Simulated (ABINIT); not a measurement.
# MoS2 (P-3m1) in ABINIT: a series of runs

The runs below take MoS2 through single point, with PBE.

Program: ABINIT 10.8.3 (patched build). These are calculated values, not measurements. Logs are shortened: lines on timing, memory, paths and dates and some standing lists are left out, and cuts for length are marked. The log counts tension as positive stress, the text compression.

### 1 The structure

Symmetry: P-3m1, No. 164, trigonal system. The conventional cell has a = 3.227 Å, b = 3.227 Å, c = 6.312 Å, α = 90.00°, β = 90.00°, γ = 120.00°. Mo (site symmetry -3m) has 6 S at 2.42 Å as nearest neighbours. S (site symmetry 3m) has 3 Mo at 2.42 Å as nearest neighbours.

Measurements of this composition are mostly on another form, of space group No. 194.

### 2 Single point, PBE

run.abi

```
# Pseudopotentials
pp_dirpath "./"
pseudos "Mo.upf, S.upf"

# Structure
acell 3.2274645616 3.2274645615 6.31247342 Angstrom
rprim
     1.0000000000     0.0000000000     0.0000000000
    -0.5000000000     0.8660254038     0.0000000000
     0.0000000000     0.0000000000     1.0000000000
ntypat 2
znucl 42 16
natom 3
typat 1 2 2
xred
     0.0000000000     0.0000000000     0.5000000000
     0.6666666667     0.3333333333     0.7446806800
     0.3333333333     0.6666666667     0.2553193200

# Plane-wave basis
ecut 40.0

# k points
kptopt 1
ngkpt 9 9 4
nshiftk 1
shiftk 0.0 0.0 0.0

# Exchange and correlation
ixc 11

# Bands and occupations
nband 17
occopt 3
tsmear 0.05 eV

# SCF cycle
nstep 100
tolvrs 1.0e-10

# Output
iomode 3
prtwf 0
prtden 0
prteig 0
prtebands 0
enunit 1
```

Potentials or basis: PseudoDojo NC SR PBE v0.4.1 standard.

Started as:

```
> abinit run.abi > log 2>&1
```

run.abo:

```text
.Version 10.8.3 of ABINIT
 Symmetries : space group P-3 m 1 (#164); Bravais hP (primitive hexag.)
================================================================================
 Values of the parameters that define the memory need of the present run
     intxc =       0    ionmov =       0      iscf =       7    lmnmax =       6
     lnmax =       6     mgfft =      72  mpssoang =       3    mqgrid =    3397
     natom =       3  nloc_mem =       1    nspden =       1   nspinor =       1
    nsppol =       1      nsym =      12    n1xccc =    2501    ntypat =       2
    occopt =       3   xclevel =       2
       mpw =        4672          nfft =       93312          nkpt =          43
================================================================================
================================================================================

--------------------------------------------------------------------------------
------------- Echo of variables that govern the present computation ------------
--------------------------------------------------------------------------------
 -outvars: echo values of preprocessed input variables --------
            acell      6.0990241025E+00  6.0990241023E+00  1.1928845941E+01 Bohr
              amu      9.59400000E+01  3.20660000E+01
             ecut      4.00000000E+01 Hartree
           enunit           1
              ixc          11
         kptrlatt        9    0    0      0    9    0      0    0    4
          kptrlen      4.77153838E+01
            natom           3
            nband          17
            ngfft          36      36      72
             nkpt          43
            nstep         100
             nsym          12
           ntypat           2
           occopt           3
           prtden           0
        prtebands           0
           prteig           0
            prtwf           0
            rprim      1.0000000000E+00  0.0000000000E+00  0.0000000000E+00
                      -5.0000000000E-01  8.6602540380E-01  0.0000000000E+00
                       0.0000000000E+00  0.0000000000E+00  1.0000000000E+00
          spgroup         164
           tolvrs      1.00000000E-10
           tsmear      1.83746611E-03 Hartree
            typat      1  2  2
           xangst      0.0000000000E+00  0.0000000000E+00  3.1562367100E+00
                       1.6137322808E+00  9.3168876671E-01  4.7007769989E+00
                       3.3332820768E-11  1.8633775334E+00  1.6116964211E+00
            xcart      0.0000000000E+00  0.0000000000E+00  5.9644229704E+00
                       3.0495120513E+00  1.7606366037E+00  8.8831811069E+00
                       6.2989902255E-11  3.5212732073E+00  3.0456648340E+00
             xred      0.0000000000E+00  0.0000000000E+00  5.0000000000E-01
                       6.6666666667E-01  3.3333333333E-01  7.4468068000E-01
                       3.3333333333E-01  6.6666666667E-01  2.5531932000E-01
            znucl       42.00000   16.00000

================================================================================

 chkinp: Checking input parameters for consistency.

================================================================================
== DATASET  1 ==================================================================

--- !DatasetInfo
iteration_state: {dtset: 1, }
dimensions: {natom: 3, nkpt: 43, mband: 17, nsppol: 1, nspinor: 1, nspden: 1, mpw: 4672, }
cutoff_energies: {ecut:  40.0, pawecutdg:  -1.0, }
electrons: {nelect:   2.60000000E+01, charge:   0.00000000E+00, occopt:   3.00000000E+00, tsmear:   1.83746611E-03, }
meta: {optdriver: 0, ionmov: 0, optcell: 0, iscf: 7, paral_kgb: 0, }
...

 Exchange-correlation functional for the present dataset will be:
  GGA: Perdew-Burke-Ernzerhof functional - ixc=11
  J.P.Perdew, K.Burke, M.Ernzerhof, PRL 77, 3865 (1996)

 Real(R)+Recip(G) space primitive vectors, cartesian coordinates (Bohr,Bohr^-1):
 R(1)=  6.0990241  0.0000000  0.0000000  G(1)=  0.1639607  0.0946627  0.0000000
 R(2)= -3.0495121  5.2819098  0.0000000  G(2)=  0.0000000  0.1893255  0.0000000
 R(3)=  0.0000000  0.0000000 11.9288459  G(3)=  0.0000000  0.0000000  0.0838304
 Unit cell volume ucvol=  3.8428175E+02 bohr^3
 Angles (23,13,12)=  9.00000000E+01  9.00000000E+01  1.20000000E+02 degrees

 getcut: wavevector=  0.0000  0.0000  0.0000  ngfft=  36  36  72
         ecut(hartree)=     40.000   => boxcut(ratio)=   2.07323

--- Pseudopotential description ------------------------------------------------
- pspini: atom type   1  psp file is ./Mo.upf
12 -101130 2 -1 1640                          pspcod,pspxc,lmax,lloc,mmax
     nproj     2     2     2

- pspini: atom type   2  psp file is ./S.upf
12 -101130 2 -1 1146                          pspcod,pspxc,lmax,lloc,mmax
     nproj     2     2     2

   8.83827583E+02                                ecore*ucvol(ha*bohr**3)
--------------------------------------------------------------------------------

================================================================================

--- !BeginCycle
iteration_state: {dtset: 1, }
solver: {iscf: 7, nstep: 100, nline: 4, wfoptalg: 0, }
tolerances: {tolvrs: 1.00E-10, }
...

     iter   Etot(hartree)      deltaE(h)  residm     vres2
 ETOT  1  -92.094393931830    -9.209E+01 9.256E-02 2.342E+03
 ETOT  2  -90.428854469376     1.666E+00 1.251E-01 2.376E+04
 ETOT  3  -92.415398297625    -1.987E+00 1.305E-02 4.571E+01
 ETOT  4  -92.418374823678    -2.977E-03 5.410E-03 4.615E+00
 ETOT  5  -92.419093594116    -7.188E-04 1.889E-03 5.191E-01
 ETOT  6  -92.419118662789    -2.507E-05 1.680E-03 1.576E-01
 ETOT  7  -92.419128335504    -9.673E-06 4.422E-03 9.351E-03
 ETOT  8  -92.419128743466    -4.080E-07 2.211E-03 3.083E-04
 ETOT  9  -92.419128758225    -1.476E-08 2.221E-03 3.212E-06
 ETOT 10  -92.419128758346    -1.209E-10 8.457E-04 9.231E-08
 ETOT 11  -92.419128758348    -2.700E-12 3.375E-04 1.321E-09
 ETOT 12  -92.419128758351    -2.245E-12 1.459E-04 1.683E-10
 ETOT 13  -92.419128758350     4.547E-13 6.310E-05 5.194E-12

 At SCF step   13       vres2   =  5.19E-12 < tolvrs=  1.00E-10 =>converged.

 Cartesian components of stress tensor (hartree/bohr^3)
  sigma(1 1)= -5.90708076E-06  sigma(3 2)=  0.00000000E+00
  sigma(2 2)= -5.90708060E-06  sigma(3 1)=  0.00000000E+00
  sigma(3 3)= -1.03915534E-04  sigma(2 1)= -1.06959771E-13

--- !ResultsGS
iteration_state: {dtset: 1, }
comment   : Summary of ground state results
lattice_vectors:
- [  6.0990241,   0.0000000,   0.0000000, ]
- [ -3.0495121,   5.2819098,   0.0000000, ]
- [  0.0000000,   0.0000000,  11.9288459, ]
lattice_lengths: [   6.09902,    6.09902,   11.92885, ]
lattice_angles: [ 90.000,  90.000, 120.000, ] # degrees, (23, 13, 12)
lattice_volume:   3.8428175E+02
convergence: {deltae:  4.547E-13, res2:  5.194E-12, residm:  6.310E-05, diffor: null, }
etotal    :  -9.24191288E+01
entropy   :   0.00000000E+00
fermie    :   2.86599787E-01
cartesian_stress_tensor: # hartree/bohr^3
- [ -5.90708076E-06,  -1.06959771E-13,   0.00000000E+00, ]
- [ -1.06959771E-13,  -5.90708060E-06,   0.00000000E+00, ]
- [  0.00000000E+00,   0.00000000E+00,  -1.03915534E-04, ]
pressure_GPa:   1.1350E+00
xred      :
- [  0.0000E+00,   0.0000E+00,   5.0000E-01, Mo]
- [  6.6667E-01,   3.3333E-01,   7.4468E-01,  S]
- [  3.3333E-01,   6.6667E-01,   2.5532E-01,  S]
cartesian_forces: # hartree/bohr
- [ -7.35813134E-30,  -4.24821911E-30,  -0.00000000E+00, ]
- [  3.45832173E-28,   8.36899165E-28,   5.66460634E-03, ]
- [ -3.38474042E-28,  -8.32650945E-28,  -5.66460634E-03, ]
force_length_stats: {min:   8.49643822E-30, max:   5.66460634E-03, mean:   3.77640423E-03, }
...

 Integrated electronic density in atomic spheres:
 ------------------------------------------------
 Atom  Sphere_radius  Integrated_density
    1        2.00000         10.49184700
    2        2.00000          3.92313616
    3        2.00000          3.92313616
================================================================================

 ----iterations are completed or convergence reached----

 Mean square residual over all n,k,spin=   14.617E-08; max=  63.100E-06
 reduced coordinates (array xred) for    3 atoms
       0.000000000000      0.000000000000      0.500000000000
       0.666666666667      0.333333333333      0.744680680000
       0.333333333333      0.666666666667      0.255319320000
 rms dE/dt=  3.1854E-02; max dE/dt=  6.7572E-02; dE/dt below (all hartree)
    1       0.000000000000      0.000000000000      0.000000000000
    2      -0.000000000000     -0.000000000000     -0.067572216391
    3       0.000000000000      0.000000000000      0.067572216391

 cartesian coordinates (angstrom) at end:
    1      0.00000000000000     0.00000000000000     3.15623671000000
    2      1.61373228081667     0.93168876670774     4.70077699888753
    3      0.00000000003333     1.86337753341549     1.61169642111247

 cartesian forces (hartree/bohr) at end:
    1     -0.00000000000000    -0.00000000000000    -0.00000000000000
    2      0.00000000000000     0.00000000000000     0.00566460634379
    3     -0.00000000000000    -0.00000000000000    -0.00566460634379
 frms,max,avg= 2.6703210E-03 5.6646063E-03   0.000E+00  0.000E+00  0.000E+00 h/b

 cartesian forces (eV/Angstrom) at end:
    1     -0.00000000000000    -0.00000000000000    -0.00000000000000
    2      0.00000000000000     0.00000000000000     0.29128576983484
    3     -0.00000000000000    -0.00000000000000    -0.29128576983484
 frms,max,avg= 1.3731343E-01 2.9128577E-01   0.000E+00  0.000E+00  0.000E+00 e/A
 length scales=  6.099024102497  6.099024102308 11.928845940872 bohr
              =  3.227464561600  3.227464561500  6.312473420000 angstroms
 Fermi (or HOMO) energy (eV) =   7.79878   Average Vxc (eV)= -10.57105
 Eigenvalues (   eV  ) for nkpt=  43  k points:
 kpt#   1, nband= 17, wtk=  0.00309, kpt=  0.0000  0.0000  0.0000 (reduced coord)
 -54.00073  -28.02832  -28.00115  -28.00115   -7.03549   -5.59569    1.14423    3.76822
   3.76822    5.96636    6.74928    6.85252    6.85252    7.47575    7.47575   10.98435
  10.98435
 prteigrs : prtvol=0 or 1, do not print more k-points.

--- !EnergyTerms
iteration_state     : {dtset: 1, }
comment             : Components of total free energy in Hartree
kinetic             :  2.99706887828003E+01
hartree             :  2.89233244488760E+01
xc                  : -1.66571341274786E+01
Ewald energy        : -5.70820386250769E+01
psp_core            :  2.29994679871860E+00
local_psp           : -9.14895475347971E+01
non_local_psp       :  1.16159574544457E+01
internal            : -9.24188028025119E+01
'-kT*entropy'       : -3.25955838131880E-04
total_energy        : -9.24191287583501E+01
total_energy_eV     : -2.51485260916051E+03
band_energy         : -8.82532981372127E+00
...

 Cartesian components of stress tensor (hartree/bohr^3)
  sigma(1 1)= -5.90708076E-06  sigma(3 2)=  0.00000000E+00
  sigma(2 2)= -5.90708060E-06  sigma(3 1)=  0.00000000E+00
  sigma(3 3)= -1.03915534E-04  sigma(2 1)= -1.06959771E-13

-Cartesian components of stress tensor (GPa)         [Pressure=  1.1350E+00 GPa]
- sigma(1 1)= -1.73792316E-01  sigma(3 2)=  0.00000000E+00
- sigma(2 2)= -1.73792311E-01  sigma(3 1)=  0.00000000E+00
- sigma(3 3)= -3.05730055E+00  sigma(2 1)= -3.14686510E-09

== END DATASET(S) ==============================================================
================================================================================

 -outvars: echo values of variables after computation  --------
            acell      6.0990241025E+00  6.0990241023E+00  1.1928845941E+01 Bohr
           etotal     -9.2419128758E+01
            fcart     -7.3581313390E-30 -4.2482191092E-30 -0.0000000000E+00
                       3.4583217293E-28  8.3689916454E-28  5.6646063438E-03
                      -3.3847404159E-28 -8.3265094543E-28 -5.6646063438E-03
            rprim      1.0000000000E+00  0.0000000000E+00  0.0000000000E+00
                      -5.0000000000E-01  8.6602540380E-01  0.0000000000E+00
                       0.0000000000E+00  0.0000000000E+00  1.0000000000E+00
           strten     -5.9070807559E-06 -5.9070806002E-06 -1.0391553352E-04
                       0.0000000000E+00  0.0000000000E+00 -1.0695977087E-13
           xangst      0.0000000000E+00  0.0000000000E+00  3.1562367100E+00
                       1.6137322808E+00  9.3168876671E-01  4.7007769989E+00
                       3.3332820768E-11  1.8633775334E+00  1.6116964211E+00
             xred      0.0000000000E+00  0.0000000000E+00  5.0000000000E-01
                       6.6666666667E-01  3.3333333333E-01  7.4468068000E-01
                       3.3333333333E-01  6.6666666667E-01  2.5531932000E-01
 Calculation completed.
```

Wall time 2.4 min (1 thread of Arm Neoverse V1, shared host); peak memory 0.13 GiB.

Results:

| Quantity | Value |
| --- | --- |
| Free energy | -2514.8526 eV |
| Pressure | 1.1 GPa |
| Largest force | 0.291 eV/Å |
| Band gap on the k mesh | none (metal or under the smearing width) |
| Valence electrons inside the program's atomic spheres | Mo 10.49; S 3.92 |

Forces in eV/Å, atoms in the order of the input:
```
Mo   0.000  0.000  0.000
S    0.000  0.000  0.291
S    0.000  0.000 -0.291
```

Levels at points of the mesh, in eV from the Fermi level:
```csv
k point,band 10,band 11,band 12,band 13,band 14,band 15,band 16,band 17
"(0.00, 0.00, 0.00)",-1.83,-1.05,-0.95,-0.95,-0.32,-0.32,3.19,3.19
"(0.00, 0.00, 0.50)",-3.57,-0.95,-0.95,-0.39,-0.39,-0.07,3.34,3.34
```

Caveat: this functional lacks dispersion, which binds the layers, so the pressure and a relaxed spacing across them are unreliable.

### 3 Single point, PBE

run.abi is that of step 2.

Potentials or basis: PseudoDojo NC SR PBE v0.4 stringent.

Started as:

```
> abinit run.abi > log 2>&1
```

It took 2.2 min on 1 thread of Arm Neoverse V1, shared host; peak memory 0.13 GiB.

The run converged. Its results:

| Quantity | Value |
| --- | --- |
| Free energy | -2513.0490 eV |
| Pressure | 1.1 GPa |
| Largest force | 0.292 eV/Å |
| Band gap on the k mesh | none (metal or under the smearing width) |
| Valence electrons inside the program's atomic spheres | Mo 10.49; S 3.92 |

Forces on the atoms (eV/Å):
```
Mo   0.000  0.000  0.000
S    0.000  0.000  0.292
S    0.000  0.000 -0.292
```

Stress tensor (GPa, compression positive):
```
0.18 0.00 0.00
0.00 0.18 0.00
0.00 0.00 3.07
```

Levels at points of the mesh, in eV from the Fermi level:
| k point | band 9 | band 10 | band 11 | band 12 | band 13 | band 14 | band 15 | band 16 | band 17 |
| --- | --- | --- | --- | --- | --- | --- | --- | --- | --- |
| (0.00, 0.00, 0.00) | -4.03 | -1.83 | -1.05 | -0.95 | -0.95 | -0.32 | -0.32 | 3.19 | 3.19 |
| (0.00, 0.00, 0.50) | -4.02 | -3.57 | -0.95 | -0.95 | -0.39 | -0.39 | -0.07 | 3.34 | 3.34 |

Caveat: this functional lacks dispersion, which binds the layers, so the pressure and a relaxed spacing across them are unreliable.

### 4 Single point, PBE

run.abi is that of step 3.

Potentials or basis: PseudoDojo NC SR PBE v0.5 standard.

Started as:

```
> abinit run.abi > log 2>&1
```

Wall time 2.2 min (1 thread of Arm Neoverse V1, shared host); peak memory 0.13 GiB.

It converged, with:

| Property | Result |
| --- | --- |
| Free energy | -2513.0490 eV |
| Pressure | 1.1 GPa |
| Largest force | 0.292 eV/Å |
| Band gap on the k mesh | none (metal or under the smearing width) |
| Valence electrons inside the program's atomic spheres | Mo 10.49; S 3.92 |

Forces on the atoms (eV/Å):
```
Mo   0.000  0.000  0.000
S    0.000  0.000  0.292
S    0.000  0.000 -0.292
```

Stress tensor (GPa, compression positive):
```
0.18 0.00 0.00
0.00 0.18 0.00
0.00 0.00 3.07
```

Levels at points of the mesh, in eV from the Fermi level:
```csv
k point,band 9,band 10,band 11,band 12,band 13,band 14,band 15,band 16,band 17
"(0.00, 0.00, 0.00)",-4.03,-1.83,-1.05,-0.95,-0.95,-0.32,-0.32,3.19,3.19
"(0.00, 0.00, 0.50)",-4.02,-3.57,-0.95,-0.95,-0.39,-0.39,-0.07,3.34,3.34
```

Caveat: this functional lacks dispersion, which binds the layers, so the pressure and a relaxed spacing across them are unreliable.

### 5 Summary

```csv
potentials or basis,gap on the mesh (eV),pressure (GPa),largest force (eV/Å)
PseudoDojo NC SR PBE v0.4.1 standard,none,1.1,0.29
PseudoDojo NC SR PBE v0.4 stringent,none,1.1,0.29
PseudoDojo NC SR PBE v0.5 standard,none,1.1,0.29
```

Alike in all rows: task single point; level PBE; no spin polarisation; cell as given; k mesh 9 × 9 × 4; cutoff (eV) 1088; smearing fermi-dirac 0.05 eV.

Caveats: this functional lacks dispersion, which binds the layers, so the pressure and a relaxed spacing across them are unreliable.

Total energies depend on the potentials used, so only differences within one code and one set of settings carry meaning.
